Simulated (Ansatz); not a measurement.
# Band table of InP (rocksalt type)

```
In P
1.0
     0.00000    2.61601    2.61601
     2.61601    0.00000    2.61601
     2.61601    2.61601    0.00000
In P
1 1
Direct
  0.00000 0.00000 0.00000
  0.50000 0.50000 0.50000
```

The cell comes from a relaxation on PAW files under the same functional, begun from a prototype that needn't be the stable phase.

Level of theory: DFT with PBEsol, scalar-relativistic, in Ansatz 0.2.0; a Γ-centred 13×13×13 k mesh, Fermi–Dirac smearing of 0.1 eV, no spin polarisation. LAPW: all electrons, basis error target 1 meV/atom.

This run: volume at 0.88 of the series' base cell.

Path points, in fractions of the reciprocal vectors: Γ (0.000, 0.000, 0.000), X (0.500, 0.000, 0.500), U (0.625, 0.250, 0.625), K (0.375, 0.375, 0.750), L (0.500, 0.500, 0.500), W (0.500, 0.250, 0.750). The distance column jumps between branches of the path. Levels in eV from the Fermi level; bands 9 to 19, counted from the lowest band of the run. The gap is zero, the pressure 14.58 GPa.

```
# k(1/Å) point b9 b10 b11 b12 b13 b14 b15 b16 b17 b18 b19
0.000 Γ -14.49 -14.49 -14.45 -14.45 -14.45 -13.47 -0.45 -0.45 -0.45 1.95 7.03
0.150 - -14.50 -14.48 -14.46 -14.45 -14.45 -13.39 -0.90 -0.57 -0.57 2.55 6.56
0.300 - -14.54 -14.48 -14.47 -14.43 -14.43 -13.14 -1.68 -0.90 -0.90 3.64 5.66
0.450 - -14.63 -14.48 -14.46 -14.40 -14.40 -12.70 -2.44 -1.36 -1.36 2.96 5.04
0.600 - -14.75 -14.50 -14.45 -14.36 -14.36 -12.08 -3.12 -1.86 -1.86 1.12 4.43
0.751 - -14.87 -14.53 -14.43 -14.32 -14.32 -11.30 -3.83 -2.32 -2.32 -0.49 3.96
0.901 - -14.97 -14.54 -14.42 -14.28 -14.28 -10.40 -4.69 -2.68 -2.68 -1.63 3.62
1.051 - -15.05 -14.55 -14.41 -14.26 -14.26 -9.50 -5.65 -2.92 -2.92 -2.22 3.42
1.201 X -15.07 -14.56 -14.40 -14.25 -14.25 -9.02 -6.18 -3.00 -3.00 -2.39 3.35
1.254 - -15.07 -14.56 -14.41 -14.25 -14.25 -9.02 -6.17 -3.24 -2.98 -2.16 3.39
1.307 - -15.06 -14.55 -14.41 -14.26 -14.25 -9.01 -6.13 -3.66 -2.94 -1.77 3.50
1.360 - -15.05 -14.55 -14.42 -14.26 -14.25 -9.01 -6.08 -4.09 -2.88 -1.38 3.68
1.413 - -15.03 -14.54 -14.43 -14.27 -14.26 -9.01 -6.00 -4.52 -2.78 -1.01 3.93
1.466 - -15.01 -14.53 -14.44 -14.28 -14.26 -9.02 -5.90 -4.92 -2.66 -0.67 4.24
1.519 - -14.99 -14.52 -14.45 -14.29 -14.27 -9.04 -5.78 -5.30 -2.52 -0.35 4.60
1.572 - -14.96 -14.50 -14.46 -14.31 -14.27 -9.09 -5.64 -5.63 -2.35 -0.06 5.00
1.625 U -14.93 -14.49 -14.48 -14.32 -14.28 -9.16 -5.91 -5.48 -2.17 0.22 5.41
2.361 K -14.93 -14.49 -14.48 -14.32 -14.28 -9.16 -5.91 -5.48 -2.17 0.22 5.41
2.520 - -14.83 -14.52 -14.44 -14.37 -14.30 -9.63 -6.31 -4.89 -1.49 1.00 6.33
2.679 - -14.74 -14.55 -14.41 -14.40 -14.32 -10.41 -6.09 -4.17 -0.71 1.79 5.16
2.839 - -14.65 -14.56 -14.44 -14.38 -14.35 -11.26 -5.48 -3.35 0.01 2.69 4.39
2.998 - -14.58 -14.56 -14.45 -14.38 -14.38 -12.03 -4.60 -2.49 0.37 3.70 4.32
3.157 - -14.54 -14.53 -14.46 -14.41 -14.39 -12.66 -3.53 -1.68 0.23 4.27 5.10
3.316 - -14.52 -14.50 -14.46 -14.43 -14.42 -13.11 -2.33 -1.01 -0.10 3.54 5.93
3.475 - -14.49 -14.49 -14.45 -14.45 -14.44 -13.38 -1.13 -0.59 -0.36 2.56 6.53
3.635 Γ -14.49 -14.49 -14.45 -14.45 -14.45 -13.47 -0.45 -0.45 -0.45 1.95 7.03
3.765 - -14.49 -14.49 -14.45 -14.45 -14.45 -13.41 -0.98 -0.44 -0.44 2.38 6.65
3.895 - -14.50 -14.50 -14.46 -14.43 -14.43 -13.24 -2.04 -0.40 -0.40 3.08 6.13
4.025 - -14.52 -14.52 -14.46 -14.41 -14.41 -12.94 -3.22 -0.33 -0.33 3.43 6.01
4.155 - -14.54 -14.54 -14.47 -14.38 -14.38 -12.54 -4.42 -0.24 -0.24 3.29 5.17
4.285 - -14.57 -14.57 -14.48 -14.35 -14.35 -12.05 -5.55 -0.11 -0.11 2.98 4.40
4.415 - -14.58 -14.58 -14.49 -14.33 -14.33 -11.50 -6.58 0.03 0.03 2.69 3.79
4.545 - -14.60 -14.60 -14.50 -14.31 -14.31 -11.00 -7.37 0.15 0.15 2.50 3.38
4.675 L -14.60 -14.60 -14.50 -14.30 -14.30 -10.77 -7.70 0.20 0.20 2.43 3.23
4.781 - -14.61 -14.60 -14.49 -14.31 -14.30 -10.72 -7.66 -0.23 0.04 2.71 3.09
4.887 - -14.65 -14.59 -14.48 -14.33 -14.30 -10.56 -7.55 -1.08 -0.44 2.86 3.01
4.993 - -14.70 -14.57 -14.46 -14.35 -14.30 -10.31 -7.36 -1.98 -1.15 2.74 3.28
5.099 - -14.76 -14.55 -14.44 -14.37 -14.29 -10.00 -7.09 -2.85 -1.97 2.74 3.61
5.205 - -14.82 -14.53 -14.43 -14.39 -14.28 -9.66 -6.73 -3.62 -2.82 2.80 4.00
5.312 - -14.87 -14.52 -14.42 -14.41 -14.27 -9.32 -6.30 -4.27 -3.64 2.89 4.42
5.418 - -14.90 -14.50 -14.42 -14.41 -14.26 -9.07 -5.79 -4.71 -4.39 2.97 4.80
5.524 W -14.92 -14.50 -14.42 -14.42 -14.25 -8.96 -5.39 -4.87 -4.87 3.00 4.99
5.599 - -14.92 -14.50 -14.45 -14.39 -14.25 -8.97 -5.34 -5.16 -4.58 2.61 5.40
5.674 - -14.94 -14.48 -14.47 -14.36 -14.25 -8.97 -5.41 -5.20 -4.27 1.85 5.46
5.749 - -14.97 -14.50 -14.46 -14.33 -14.25 -8.98 -5.64 -4.98 -3.96 1.03 4.89
5.824 - -15.00 -14.52 -14.45 -14.30 -14.25 -8.99 -5.83 -4.68 -3.66 0.21 4.39
5.899 - -15.03 -14.54 -14.43 -14.28 -14.25 -9.00 -5.98 -4.30 -3.40 -0.57 3.96
5.974 - -15.05 -14.55 -14.42 -14.26 -14.25 -9.01 -6.09 -3.85 -3.18 -1.31 3.63
6.049 - -15.07 -14.56 -14.41 -14.25 -14.25 -9.02 -6.16 -3.35 -3.04 -1.98 3.43
6.124 X -15.07 -14.56 -14.40 -14.25 -14.25 -9.02 -6.18 -3.00 -3.00 -2.39 3.35
```
